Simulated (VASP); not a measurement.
# InSe (P6_3/mmc) in VASP: a series of runs, part 2 of 2

VASP 6.6.1.

## Step 4: Optical spectrum, PBE

Input file INCAR:

```
SYSTEM = InSe
  PREC = Accurate
  ENCUT = 400
  EDIFF = 1E-6
  ISMEAR = 0
  SIGMA = 0.02
  LREAL = .FALSE.
  LASPH = .TRUE.
  NELM = 60
  ALGO = Normal
  ISIF = 2
  LWAVE = .FALSE.
  LCHARG = .FALSE.
  GGA = PE
  LOPTICS = .TRUE.
  NBANDS = 70
  NEDOS = 2000
  CSHIFT = 0.1
```

Input file KPOINTS:

```
regular mesh
0
G
  12 12 2
  0 0 0
```

Input file POSCAR:

```
InSe
1.0
    4.0321066000      0.0000000000      0.0000000000
   -2.0160533000      3.4919067000      0.0000000000
    0.0000000000      0.0000000000     16.7472324000
In Se
4 4
Direct
    0.3333334000      0.6666667000      0.1666036000
    0.6666666000      0.3333334000      0.6666036000
    0.3333334000      0.6666667000      0.3333964000
    0.6666666000      0.3333334000      0.8333964000
    0.3333334000      0.6666667000      0.5896630000
    0.6666666000      0.3333334000      0.0896629000
    0.3333334000      0.6666667000      0.9103370000
    0.6666666000      0.3333334000      0.4103371000
```

Potentials or basis: VASP PAW PBE potentials, release 64 (In_d, Se).

The run is started by

```
$ cat potpaw_PBE.64/In_d/POTCAR potpaw_PBE.64/Se/POTCAR > POTCAR
$ mpirun -np 1 vasp_std > vasp.out
```

OUTCAR:

```text
SYSTEM = InSe
   PREC = Accurate
   ENCUT = 400
   EDIFF = 1E-6
   ISMEAR = 0
   LREAL = .FALSE.
   LASPH = .TRUE.
   NELM = 60
   ISIF = 2
   GGA = PE

 ion  position               nearest neighbor table
   1  0.333  0.667  0.167-   6 2.66   6 2.66   6 2.66   3 2.79
   2  0.667  0.333  0.667-   5 2.66   5 2.66   5 2.66   4 2.79
   3  0.333  0.667  0.333-   8 2.66   8 2.66   8 2.66   1 2.79
   4  0.667  0.333  0.833-   7 2.66   7 2.66   7 2.66   2 2.79
   5  0.333  0.667  0.590-   2 2.66   2 2.66   2 2.66
   6  0.667  0.333  0.090-   1 2.66   1 2.66   1 2.66
   7  0.333  0.667  0.910-   4 2.66   4 2.66   4 2.66
   8  0.667  0.333  0.410-   3 2.66   3 2.66   3 2.66

  LATTYP: Found a hexagonal cell.
[... 1531 lines left out ...]
     0.67698     0.08967     0.08967     2.82753     0.00000    -0.00000     0.00000
     1.01547     0.18355     0.18355     5.80421     0.00000    -0.00000     0.00000
     1.35397     0.86106     0.86106     1.42023     0.00000    -0.00000     0.00000
     1.69246     0.59902     0.59902     3.21040     0.00000    -0.00000     0.00000
[... 92 lines left out ...]
    33.17216     0.00172     0.00172     0.00171     0.00000    -0.00000    -0.00000
    33.51065     0.00164     0.00164     0.00163     0.00000    -0.00000    -0.00000

  frequency dependent      REAL DIELECTRIC FUNCTION (independent particle, no local field effects) density-density
     E(ev)        X           Y           Z          XY          YZ          ZX
  --------------------------------------------------------------------------------------------------------------
     0.00000     8.68938     8.68938    19.50037     0.00000    -0.00000    -0.00000
     0.33849     8.75487     8.75487    16.23129     0.00000    -0.00000    -0.00000
     0.67698     8.96665     8.96665    11.84039     0.00000    -0.00000    -0.00000
     1.01547     9.39501     9.39501     4.97656     0.00000    -0.00000    -0.00000
     1.35397    10.25450    10.25450     9.81306     0.00000    -0.00000    -0.00000
     1.69246    10.23079    10.23079    10.28737     0.00000    -0.00000    -0.00000
[... 92 lines left out ...]
    33.17216     0.77016     0.77016     0.77185    -0.00000     0.00000     0.00000
    33.51065     0.77584     0.77584     0.77750    -0.00000     0.00000     0.00000

  frequency dependent IMAGINARY DIELECTRIC FUNCTION (independent particle, no local field effects) current-current
     E(ev)      X         Y         Z        XY        YZ        ZX
  --------------------------------------------------------------------------------------------------------------
     0.00000    90.81092    90.81092   212.50485    -0.00000     0.00000     0.00000
     0.33849     4.61860     4.61860    21.70090    -0.00000     0.00000     0.00000
     0.67698     2.44154     2.44154     5.97522    -0.00000     0.00000     0.00000
     1.01547     1.83550     1.83550     6.50938    -0.00000     0.00000     0.00000
     1.35397     2.22575     2.22575     2.71527    -0.00000     0.00000     0.00000
     1.69246     1.68790     1.68790     4.29526    -0.00000     0.00000     0.00000
[... 92 lines left out ...]
    33.17216     0.00033     0.00033     0.00033    -0.00000    -0.00000    -0.00000
    33.51065     0.00030     0.00030     0.00030    -0.00000    -0.00000    -0.00000

  frequency dependent      REAL DIELECTRIC FUNCTION (independent particle, no local field effects) current-current
     E(ev)        X           Y           Z          XY          YZ          ZX
  --------------------------------------------------------------------------------------------------------------
     0.00000     8.66193     8.66193    16.67685    -0.00000     0.00000     0.00000
     0.33849     8.72637     8.72637     8.12278    -0.00000     0.00000     0.00000
     0.67698     8.93483     8.93483    11.18312    -0.00000     0.00000     0.00000
     1.01547     9.35293     9.35293     3.97550    -0.00000     0.00000     0.00000
     1.35397    10.11921    10.11921     9.65924    -0.00000     0.00000     0.00000
     1.69246    10.15613    10.15613     9.94173    -0.00000     0.00000     0.00000
[... 92 lines left out ...]
    33.17216     0.77022     0.77022     0.77201     0.00000     0.00000    -0.00000
    33.51065     0.77590     0.77590     0.77766     0.00000     0.00000    -0.00000
```

OSZICAR:

```text
N       E                     dE             d eps       ncg     rms          rms(c)
DAV:   1     0.719051111274E+03    0.71905E+03   -0.26990E+04  5366   0.101E+03
DAV:   2     0.876889002198E+02   -0.63136E+03   -0.58728E+03  5352   0.306E+02
DAV:   3    -0.220600648201E+02   -0.10975E+03   -0.10547E+03  6050   0.133E+02
DAV:   4    -0.289882026789E+02   -0.69281E+01   -0.68668E+01  6560   0.353E+01
DAV:   5    -0.292157369827E+02   -0.22753E+00   -0.22743E+00  7032   0.639E+00    0.955E+00
DAV:   6    -0.283390648468E+02    0.87667E+00   -0.66924E-01  7554   0.111E+01    0.579E+00
DAV:   7    -0.283194410667E+02    0.19624E-01   -0.68749E-01  7504   0.343E+00    0.129E+00
DAV:   8    -0.283151586985E+02    0.42824E-02   -0.61946E-02  7696   0.187E+00    0.897E-01
DAV:   9    -0.283173349840E+02   -0.21763E-02   -0.12410E-02  6424   0.383E-01    0.319E-01
DAV:  10    -0.283179973746E+02   -0.66239E-03   -0.96140E-04  7592   0.164E-01    0.150E-01
DAV:  11    -0.283182856941E+02   -0.28832E-03   -0.52378E-04  5896   0.130E-01    0.408E-02
DAV:  12    -0.283182897844E+02   -0.40903E-05   -0.56826E-05  8000   0.529E-02    0.335E-02
DAV:  13    -0.283182902645E+02   -0.48017E-06   -0.91583E-06  6432   0.120E-02
   1 F= -.28318290E+02 E0= -.28318290E+02  d E =-.245271E-12
 imaginary and real dielectric function
```

stdout:

```text
POSCAR found type information on POSCAR InSe
 POSCAR found :  2 types and       8 ions
 scaLAPACK will be used
 LDA part: xc-table for (Slater+PW92), standard interpolation
 POSCAR, INCAR and KPOINTS ok, starting setup
 FFT: planning ... GRIDC
 FFT: planning ... GRID_SOFT
 FFT: planning ... GRID
 WAVECAR not read
 entering main loop
 optical routines
 imaginary and real dielectric function
 recalculating local potential from charge density
 direction            1
 direction            2
 direction            3
```

Wall time 5.7 min (1 thread of Intel Xeon Platinum 8488C (Sapphire Rapids), shared host); peak memory 0.88 GiB.

What came out:

```
Free energy            : -28.3183 eV
Pressure               : 1.8 GPa
Largest force          : 0.016 eV/Å
Band gap on the k mesh : 0.35 eV, direct
```

Forces on the atoms (eV/Å):
```
In   0.000  0.000 -0.006
In   0.000  0.000 -0.006
In   0.000  0.000  0.006
In   0.000  0.000  0.006
Se   0.000  0.000  0.016
Se   0.000  0.000  0.016
Se   0.000  0.000 -0.016
Se   0.000  0.000 -0.016
```

Dielectric function (mean over the directions given):
```tsv
energy (eV)	real part	imaginary part
0.25	13.01	2.43
1.27	9.60	0.80
2.28	13.66	3.19
3.30	11.14	11.00
4.40	0.46	11.34
5.42	0.23	7.10
6.43	-3.26	6.69
7.45	-1.85	3.39
8.55	-1.61	2.57
9.56	-1.33	1.99
10.58	-1.15	1.45
11.59	-0.81	0.85
12.69	-0.51	0.63
13.71	-0.25	0.45
14.72	-0.16	0.39
15.74	0.09	0.20
16.84	0.18	0.23
17.86	0.43	0.24
18.87	0.29	0.41
19.97	0.43	0.14
```

Caveat: independent-particle spectra lack excitons; spin-orbit coupling is left out, which moves the levels of the heavy elements; this functional lacks dispersion, which binds the layers, so the pressure and a relaxed spacing across them are unreliable. PBE gaps usually lie below the measured ones, often by a third to a half.

## Step 5: Band structure, LDA

POSCAR is that of step 4.

Input file INCAR.step1:

```
SYSTEM = InSe
PREC = Accurate ; ENCUT = 400
EDIFF = 1E-7 ; ISMEAR = 0
SIGMA = 0.02 ; LREAL = .False.
LASPH = .True. ; NELM = 80
ALGO = Normal ; ISIF = 2
LWAVE = .False. ; LCHARG = .True.
```

Input file KPOINTS.step1:

```
regular mesh
0
Gamma
  12 12 2
  0 0 0
```

Input file INCAR.step2:

```
SYSTEM = InSe
PREC = Accurate ; ENCUT = 400
EDIFF = 1E-7 ; ISMEAR = 0
SIGMA = 0.05 ; LREAL = .False.
LASPH = .True. ; NELM = 80
ALGO = Normal ; ISIF = 2
LWAVE = .False. ; LCHARG = .False.
ICHARG = 11
```

Input file KPOINTS.step2:

```
path GMKGALHA,LM,KH
20
line-mode
reciprocal
 0.0000000000  0.0000000000  0.0000000000  G
 0.5000000000  0.0000000000  0.0000000000  M

 0.5000000000  0.0000000000  0.0000000000  M
 0.3333333333  0.3333333333  0.0000000000  K

 0.3333333333  0.3333333333  0.0000000000  K
 0.0000000000  0.0000000000  0.0000000000  G

 0.0000000000  0.0000000000  0.0000000000  G
 0.0000000000  0.0000000000  0.5000000000  A

 0.0000000000  0.0000000000  0.5000000000  A
 0.5000000000  0.0000000000  0.5000000000  L

 0.5000000000  0.0000000000  0.5000000000  L
 0.3333333333  0.3333333333  0.5000000000  H

 0.3333333333  0.3333333333  0.5000000000  H
 0.0000000000  0.0000000000  0.5000000000  A

 0.5000000000  0.0000000000  0.5000000000  L
 0.5000000000  0.0000000000  0.0000000000  M

 0.3333333333  0.3333333333  0.0000000000  K
 0.3333333333  0.3333333333  0.5000000000  H
```

Potentials or basis: VASP PAW LDA potentials, release 64 (In_d, Se).

The run is started by

```
$ cat potpaw_LDA.64/In_d/POTCAR potpaw_LDA.64/Se/POTCAR > POTCAR
$ cp INCAR.step1 INCAR
$ cp KPOINTS.step1 KPOINTS
$ mpirun -np 1 vasp_std > vasp.out
$ cp INCAR.step2 INCAR
$ cp KPOINTS.step2 KPOINTS
$ mpirun -np 1 vasp_std > vasp.out
```

Wall time 16 min (1 thread of Intel Xeon 6975P-C (Granite Rapids), shared host); peak memory 0.93 GiB.

It converged, with:

```yaml
Band_gap_on_the_k_mesh: 0.16 eV, direct
Band_gap_along_the_path: 0.16 eV, direct
```

Levels at the corners of the path, in eV from the valence-band top:
```tsv
point	band 35	band 36	band 37	band 38	band 39	band 40	band 41	band 42
Γ	-1.16	-1.09	-1.09	0.00	0.16	1.62	1.95	1.96
M	-2.14	-2.07	-1.97	-1.37	0.95	1.10	1.82	1.84
M	-2.14	-2.07	-1.97	-1.37	0.95	1.10	1.82	1.84
K	-2.12	-2.12	-1.71	-1.71	1.41	2.04	2.29	2.29
K	-2.12	-2.12	-1.71	-1.71	1.41	2.04	2.29	2.29
Γ	-1.16	-1.09	-1.09	0.00	0.16	1.62	1.95	1.96
Γ	-1.16	-1.09	-1.09	0.00	0.16	1.62	1.95	1.96
A	-1.12	-1.12	-0.99	-0.99	1.10	1.10	1.97	1.97
A	-1.12	-1.12	-0.99	-0.99	1.10	1.10	1.97	1.97
L	-2.05	-2.05	-1.75	-1.75	1.33	1.33	1.47	1.47
L	-2.05	-2.05	-1.75	-1.75	1.33	1.33	1.47	1.47
H	-2.44	-2.44	-1.54	-1.54	1.67	1.67	2.14	2.14
H	-2.44	-2.44	-1.54	-1.54	1.67	1.67	2.14	2.14
A	-1.12	-1.12	-0.99	-0.99	1.10	1.10	1.97	1.97
L	-2.05	-2.05	-1.75	-1.75	1.33	1.33	1.47	1.47
M	-2.14	-2.07	-1.97	-1.37	0.95	1.10	1.82	1.84
K	-2.12	-2.12	-1.71	-1.71	1.41	2.04	2.29	2.29
H	-2.44	-2.44	-1.54	-1.54	1.67	1.67	2.14	2.14
```

Caveat: the log is that of the step along the path at fixed density, whose energy, stress, charges and moments have no meaning; spin-orbit coupling is left out, which moves the levels of the heavy elements. As with any semilocal functional, this LDA gap is likely too small.

## Step 6: Band structure, PBE

POSCAR is that of step 5.

Input file INCAR.step1:

```
PREC = Accurate
ENCUT = 400
EDIFF = 1E-6
ISMEAR = 0
SIGMA = 0.02
LREAL = False
LASPH = True
NELM = 80
ALGO = Normal
ISIF = 2
LWAVE = False
LCHARG = True
GGA = PE
NBANDS = 48
```

Input file KPOINTS.step1:

```
Automatic mesh
0
Gamma
  12 12 2
```

Input file INCAR.step2:

```
PREC = Accurate
ENCUT = 400
EDIFF = 1E-6
ISMEAR = 0
SIGMA = 0.05
LREAL = False
LASPH = True
NELM = 80
ALGO = Normal
ISIF = 2
LWAVE = False
LCHARG = False
GGA = PE
NBANDS = 48
ICHARG = 11
```

Edit KPOINTS.step2 of step 5 so:

```diff
@@ -1,3 +1,3 @@
 path GMKGALHA,LM,KH
-20
+15
 line-mode
```

Potentials or basis: VASP PAW PBE potentials, release 64 (In_d, Se).

The run is started by

```
$ cat potpaw_PBE.64/In_d/POTCAR potpaw_PBE.64/Se/POTCAR > POTCAR
$ cp INCAR.step1 INCAR
$ cp KPOINTS.step1 KPOINTS
$ mpirun -np 1 vasp_std > vasp.out
$ cp INCAR.step2 INCAR
$ cp KPOINTS.step2 KPOINTS
$ mpirun -np 1 vasp_std > vasp.out
```

Wall time 8.9 min (1 thread of Intel Xeon 6975P-C (Granite Rapids), shared host); peak memory 0.81 GiB.

Results (log left out):

* Band gap on the k mesh: 0.35 eV, direct
* Band gap along the path: 0.35 eV, direct

Levels at the corners of the path, in eV from the valence-band top:
| point | band 35 | band 36 | band 37 | band 38 | band 39 | band 40 | band 41 | band 42 |
| --- | --- | --- | --- | --- | --- | --- | --- | --- |
| Γ | -1.17 | -1.09 | -1.09 | 0.00 | 0.35 | 1.74 | 2.12 | 2.12 |
| M | -2.09 | -2.07 | -1.97 | -1.34 | 1.11 | 1.20 | 1.93 | 1.94 |
| M | -2.09 | -2.07 | -1.97 | -1.34 | 1.11 | 1.20 | 1.93 | 1.94 |
| K | -2.11 | -2.11 | -1.68 | -1.68 | 1.50 | 2.09 | 2.40 | 2.40 |
| K | -2.11 | -2.11 | -1.68 | -1.68 | 1.50 | 2.09 | 2.40 | 2.40 |
| Γ | -1.17 | -1.09 | -1.09 | 0.00 | 0.35 | 1.74 | 2.12 | 2.12 |
| Γ | -1.17 | -1.09 | -1.09 | 0.00 | 0.35 | 1.74 | 2.12 | 2.12 |
| A | -1.12 | -1.12 | -0.92 | -0.92 | 1.22 | 1.22 | 2.13 | 2.13 |
| A | -1.12 | -1.12 | -0.92 | -0.92 | 1.22 | 1.22 | 2.13 | 2.13 |
| L | -2.04 | -2.04 | -1.71 | -1.71 | 1.46 | 1.46 | 1.58 | 1.58 |
| L | -2.04 | -2.04 | -1.71 | -1.71 | 1.46 | 1.46 | 1.58 | 1.58 |
| H | -2.41 | -2.41 | -1.52 | -1.52 | 1.75 | 1.75 | 2.26 | 2.26 |
| H | -2.41 | -2.41 | -1.52 | -1.52 | 1.75 | 1.75 | 2.26 | 2.26 |
| A | -1.12 | -1.12 | -0.92 | -0.92 | 1.22 | 1.22 | 2.13 | 2.13 |
| L | -2.04 | -2.04 | -1.71 | -1.71 | 1.46 | 1.46 | 1.58 | 1.58 |
| M | -2.09 | -2.07 | -1.97 | -1.34 | 1.11 | 1.20 | 1.93 | 1.94 |
| K | -2.11 | -2.11 | -1.68 | -1.68 | 1.50 | 2.09 | 2.40 | 2.40 |
| H | -2.41 | -2.41 | -1.52 | -1.52 | 1.75 | 1.75 | 2.26 | 2.26 |

Caveat: the log is that of the step along the path at fixed density, whose energy, stress, charges and moments have no meaning; spin-orbit coupling is left out, which moves the levels of the heavy elements; this functional lacks dispersion, which binds the layers, so the pressure and a relaxed spacing across them are unreliable.

## Step 7: Overview

| task | level | potentials or basis | gap on the mesh (eV) |
| --- | --- | --- | --- |
| single point | TB-mBJ | VASP PAW PBE potentials, release 64 (In_d, Se) | 1.16 |
| band structure | TB-mBJ | VASP PAW PBE potentials, release 64 (In_d, Se) | 1.16 |
| optical spectrum | PBE | VASP PAW PBE potentials, release 64 (In_d, Se) | 0.35 |
| band structure | LDA | VASP PAW LDA potentials, release 64 (In_d, Se) | 0.16 |
| band structure | PBE | VASP PAW PBE potentials, release 64 (In_d, Se) | 0.35 |

Alike in all rows: no spin polarisation; cell as given; k mesh 12 × 12 × 2; cutoff (eV) 400; smearing gaussian 0.02 eV.

Caveats: spin-orbit coupling is left out, which moves the levels of the heavy elements; the PAW data sets were made with another functional, which shifts forces and pressure a little (some runs); this functional lacks dispersion, which binds the layers, so the pressure and a relaxed spacing across them are unreliable (some runs); independent-particle spectra lack excitons (some runs).

Total energies depend on the potentials used, so only differences within one code and one set of settings carry meaning.
